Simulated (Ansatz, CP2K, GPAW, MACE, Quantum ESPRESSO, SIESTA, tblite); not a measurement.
**Running generalised stacking fault on (110) of a LiCl-LiBr solid solution (56 atoms) with tblite**

Wanted: tblite inputs and outputs for generalised stacking fault on (110) of a LiCl-LiBr solid solution (56 atoms), checked against a plane-wave reference.

Calculated with tblite 0.8.0; the method is named at each step.

## 1. The starting structure

The cell holds 56 atoms: 28 Li, 10 Br and 18 Cl. Its edges and angles: a = 7.448 Å, b = 5.266 Å, c = 26.357 Å, α = 90.0°, β = 85.3°, γ = 90.0°. Rock-salt LiCl lattice (a = 5.2663 Å, the value set for the mixture), cell with z along [110], 2 x 1 x 7 periods; the third cell vector is tilted by 0.583 of 1/2[1-10] and lengthened by 0.2 Å, so the cell holds one fault; displaced by a Gaussian of 0.01 Å; 10 of 28 Cl sites given to Br at random (lattice constant by Vegard's rule between LiCl and LiBr). Then every atom was moved at random, 0.02 Å r.m.s. a Cartesian component. The structure's axis is c.

The yardstick, on the same geometry:

* method: Kohn-Sham DFT, PBE, PAW, plane waves (Ansatz 0.2.0); cutoff 420 eV, Γ point, fermi-dirac smearing of 0.05 eV; PAW set soft_2
* r.m.s. force component: 0.5131 eV/Å
* longest force: 3.113 eV/Å
* pressure: 0.7208 GPa
* gap (highest filled to lowest empty level): 5.255 eV
* SCF cycles: 7
* time: 6.9 s on 4 threads of Arm Neoverse V1, shared host
* CPU time: 24 s

## 2. GFN1-xTB

Method: GFN1-xTB tight binding, diagonalisation.

run.py

```python
import numpy as np
from ase.io import read
from tblite.ase import TBLite

atoms = read("structure.xyz")
atoms.calc = TBLite(method="GFN1-xTB", electronic_temperature=580, accuracy=1.0, max_iterations=250, mixer_damping=0.1, verbosity=1)
energy = atoms.get_potential_energy()
forces = atoms.get_forces()
print(f"energy {energy:.6f} eV")
print("forces (eV/A)")
for i, (a, f) in enumerate(zip(atoms, forces)):
    print(f"{i:4d} {a.symbol:2s} {f[0]:10.5f} {f[1]:10.5f} {f[2]:10.5f}")
stress = -atoms.get_stress(voigt=False) * 160.21766
print("stress (GPa, compression positive)")
for row in stress:
    print(" ".join(f"{x:10.4f}" for x in row))
print("charges (e)")
print(np.array2string(atoms.get_charges(), precision=4, suppress_small=True, max_line_width=110, threshold=100000))
```

structure.xyz

```xyz
56
Lattice="7.44767 0.00000 0.00000 0.00000 5.26630 0.00000 2.17226 0.00000 26.26686" Properties=species:S:1:pos:R:3 pbc="T T T"
Li 7.51284 0.02196 26.08142
Br 5.57069 0.00463 1.87572
Li 7.42713 5.25714 3.74119
Cl 5.61168 0.00627 5.58460
Li 7.46481 0.00016 7.43615
Cl 5.54113 5.25040 9.33340
Li 7.43204 0.01169 11.16263
Cl 5.59371 0.00463 13.04281
Li 7.48261 0.00053 14.86310
Cl 5.61696 0.01501 16.72175
Li 7.47312 0.00342 18.60639
Cl 5.59967 5.26630 20.48421
Li 7.48315 0.03486 22.32631
Cl 5.58641 5.24381 24.16840
Li 3.75450 0.02512 26.09823
Br 1.84967 0.04750 1.84131
Li 3.71696 5.25735 3.71098
Cl 1.83162 5.26114 5.54677
Li 3.72638 0.02422 7.44876
Br 1.85869 5.24955 9.28639
Li 3.70747 5.24697 11.17445
Cl 1.84953 0.01843 13.04990
Li 3.68888 0.00116 14.91406
Cl 1.87256 5.25603 16.74512
Li 3.72765 5.24666 18.60954
Cl 1.83807 0.01443 20.46530
Li 3.69196 0.02602 22.30529
Cl 9.31024 5.25972 24.18180
Li 1.87453 2.69024 1.87624
Cl 7.48118 2.61330 3.70310
Li 1.87356 2.63257 5.58565
Cl 7.43176 2.62941 7.41566
Li 1.87121 2.55932 9.31081
Br 7.41929 2.61940 11.18495
Li 1.86246 2.62467 13.04045
Cl 7.43192 2.61256 14.85627
Li 1.89571 2.62952 16.75931
Cl 7.43208 2.63884 18.61086
Li 1.85774 2.62146 20.45453
Cl 7.51136 2.63341 22.33602
Li 9.29678 2.61372 24.15868
Cl 7.44835 2.68092 26.04280
Li 5.60560 2.63973 1.88176
Br 3.74206 2.64563 3.70914
Li 5.57912 2.61546 5.57803
Br 3.69678 2.62831 7.41330
Li 5.59927 2.61667 9.32946
Br 3.70705 2.66059 11.18206
Li 5.56347 2.61193 13.05174
Cl 3.69761 2.63594 14.91511
Li 5.60661 2.63362 16.72805
Br 3.73291 2.60908 18.58853
Li 5.56624 2.61351 20.48973
Br 3.71467 2.63004 22.30792
Li 5.57185 2.59971 24.16971
Br 3.70065 2.65406 26.07117
```

On the command line:

```console
$ OMP_NUM_THREADS=1 python run.py > output.txt
```

Log:

```text
------------------------------------------------------------
  cycle        total energy    energy error   density error
------------------------------------------------------------
      1     -128.8078531453  -1.2866829E+02   5.5536176E-01
      2     -128.9514166116  -1.4356347E-01   4.9787010E-01
      3     -127.7029250308   1.2484916E+00   1.9611345E-01
      4     -114.6184217009   1.3084503E+01   4.8818929E-01
      5     -129.0944049536  -1.4475983E+01   5.9462587E-02
      6     -129.0342409392   6.0164014E-02   4.9762236E-02
      7     -129.0810862508  -4.6845312E-02   3.4323948E-02
      8     -129.0829692247  -1.8829739E-03   2.8514146E-02
      9     -129.0921513072  -9.1820826E-03   2.3692628E-02
     10     -129.1034480809  -1.1296774E-02   1.7107422E-02
     11     -129.1089185618  -5.4704809E-03   1.3740935E-02
     12     -129.1092532088  -3.3464704E-04   1.3118463E-02
     13     -129.1132580474  -4.0048386E-03   1.0455893E-02
     14     -129.1143059966  -1.0479492E-03   9.4877608E-03
     15     -129.1180687995  -3.7628029E-03   5.5049696E-03
     16     -129.1189496874  -8.8088789E-04   3.9529787E-03
     17     -129.1198401203  -8.9043294E-04   8.1630317E-04
     18     -129.1198846339  -4.4513582E-05   2.1847252E-04
     19     -129.1198864211  -1.7872108E-06   2.2875343E-04
     20     -129.1198881240  -1.7029277E-06   1.2995822E-04
     21     -129.1198892272  -1.1031329E-06   1.9931216E-05
     22     -129.1198890967   1.3051039E-07   4.7714122E-05
     23     -129.1198891488  -5.2183651E-08   3.7956546E-05
     24     -129.1198892430  -9.4157997E-08   7.5050355E-06
------------------------------------------------------------
 total:                                   3.305 sec
energy -3513.531150 eV
forces (eV/A)
   0 Li   -0.40279    0.02314   -3.85893
   1 Br    0.57597    0.02665    3.57837
   2 Li    0.06447    0.00684    0.08068
   3 Cl    0.04137   -0.02686    0.11070
   4 Li   -0.15970   -0.01426   -0.14117
   5 Cl    0.17110    0.03454   -0.09992
   6 Li   -0.12015   -0.05651    0.13716
   7 Cl   -0.07249   -0.02749    0.09380
   8 Li   -0.07723   -0.00986    0.05068
   9 Cl    0.01659   -0.04882   -0.02443
  10 Li   -0.06055    0.00153    0.00005
  11 Cl    0.06473   -0.01517   -0.04364
  12 Li   -0.01653   -0.04867    0.02477
  13 Cl    0.14586    0.07104    0.07994
  14 Li   -0.61029   -0.06909   -4.89771
  15 Br    0.59551   -0.04334    5.14111
  16 Li   -0.01988    0.04789    0.12215
  17 Cl   -0.02276    0.00607    0.07346
  18 Li    0.10299   -0.07226   -0.14296
  19 Br   -0.16546   -0.06672   -0.04688
  20 Li    0.11385    0.08424    0.15562
  21 Cl    0.03992   -0.04888    0.13405
  22 Li    0.05195    0.00205    0.01208
  23 Cl   -0.04633    0.00246   -0.04390
[...]
48 Li    0.02232    0.02034    0.19898
  49 Cl    0.01630    0.00253   -0.05958
  50 Li    0.13533    0.00559   -0.09265
  51 Br   -0.00953    0.05102   -0.06339
  52 Li    0.31068    0.02203   -0.03246
  53 Br    0.06788    0.04881    0.04061
  54 Li    0.24573    0.03794    0.07513
  55 Br   -0.51490   -0.02111   -3.59667
stress (GPa, compression positive)
   -0.2916     0.0020     0.4640
    0.0020    -0.8339     0.0162
    0.4640     0.0162     0.6096
charges (e)
[ 0.3217 -0.1605  0.3367 -0.4183  0.3743 -0.452   0.2922 -0.4212  0.4088 -0.4112  0.4038 -0.4211  0.4069
 -0.4162  0.2477 -0.1705  0.2566 -0.4281  0.2972 -0.1613  0.2919 -0.4232  0.4085 -0.4053  0.3273 -0.4161
  0.3301 -0.4102  0.2141 -0.4318  0.3421 -0.4331  0.2189 -0.1615  0.3345 -0.4004  0.3668 -0.4208  0.3352
 -0.4143  0.3358 -0.4372  0.2756 -0.1535  0.34   -0.154   0.2995 -0.1666  0.3371 -0.4071  0.3704 -0.1469
  0.335  -0.1476  0.3372 -0.1561]
```

Run time: 4 s. Hardware: 1 thread of Arm Neoverse V1, shared host; peak memory 0.11 GiB.

Banners, paths, timers and routine set-up lines are dropped from the logs unmarked, and long logs keep their key lines alone; longer cuts are marked.

Compared with the plane-wave run:

| Property | Result |
| --- | --- |
| r.m.s. force component | 0.7916 eV/Å |
| r.m.s. difference of force components | 294.6 meV/Å |
| longest difference of force vectors | 2128 meV/Å |
| force difference over r.m.s. force | 57.41 % |
| slope of forces against the reference's | 1.525 |
| correlation of force components | 0.9887 |
| pressure | -0.172 GPa |
| pressure difference | -0.8928 GPa |

Length of the force difference by element (eV/Å):

```csv
element,atoms,mean,most
Br,10,0.56,2.1
Cl,18,0.10,0.21
Li,28,0.18,1.8
```

Local excerpt of 9 atoms (numbers count through the whole input) about Li29, whose charge lies farthest from its element's mean; x, y, z are measured from there.

```csv
atom,x,y,z,distance (Å),bonds,Mulliken charge (e),Fx,Fy,Fz (eV/Å)
Li29,0.00,0.00,0.00,0.00,5,0.21,0.34,0.02,3.11
Br56,-0.35,-0.04,-2.07,2.10,5,-0.16,-0.51,-0.02,-3.60
Cl30,-1.84,-0.08,1.83,2.59,6,-0.43,-0.12,0.07,0.15
Br44,1.87,-0.04,1.83,2.62,6,-0.15,-0.02,-0.03,0.03
Br16,-0.02,2.62,-0.03,2.62,5,-0.17,0.60,-0.04,5.14
Br16,-0.02,-2.64,-0.03,2.64,5,-0.17,0.60,-0.04,5.14
Li15,-0.29,2.60,-2.04,3.32,5,0.25,-0.61,-0.07,-4.90
Li15,-0.29,-2.67,-2.04,3.37,5,0.25,-0.61,-0.07,-4.90
Li17,1.84,2.57,1.83,3.65,6,0.26,-0.02,0.05,0.12
```

Atoms are counted from 1 here, from 0 in the log.

Forces lie 57 % from the reference's, at 0.16 times its CPU time (on 1 against 4 cores).

The difference per atom is largest on Br (0.56 eV/Å on average, against 0.18 on Li).

## 3. Results

```
force difference from the reference : tblite GFN1-xTB, 57 %
its CPU time                        : 4 s
```

What this shows: Tight binding differs by 57 % (tblite GFN1-xTB); it is another model, with fitted parameters of its own, and the xTB methods hold dispersion. One electronic-structure run takes under half the reference's CPU time: tblite GFN1-xTB, at 57 % in 4 s against 24 s. Periodic xTB results under one method name differ between programs and library versions. The cell is under 6 Å thick along one periodic direction, so every atom has periodic images of itself close by, which move with it and show among its neighbours and in g(r). The reference's stress is far from hydrostatic: its diagonal is 3.2, -2.8, 1.7 GPa, compression counted positive. The host structure and its lattice constant were typed by rule, without a check against the phase diagram. The electronic-structure runs sample only Γ, in a cell whose shortest periodic width is 5 Å.

[Also dropped from logs without a mark: logging warnings of Python, and SIESTA's first energy breakdown and zero terms.]

[Logs are printed without paths, hosts, clocks, repeated set-up lines and the standing remarks that a program may print on its own settings, such as how far it seeks lower states.]

[Hosts, paths, dates, database ids (printed as entryN), source tags and the programs' standing remarks are cut or masked in the printed files.]
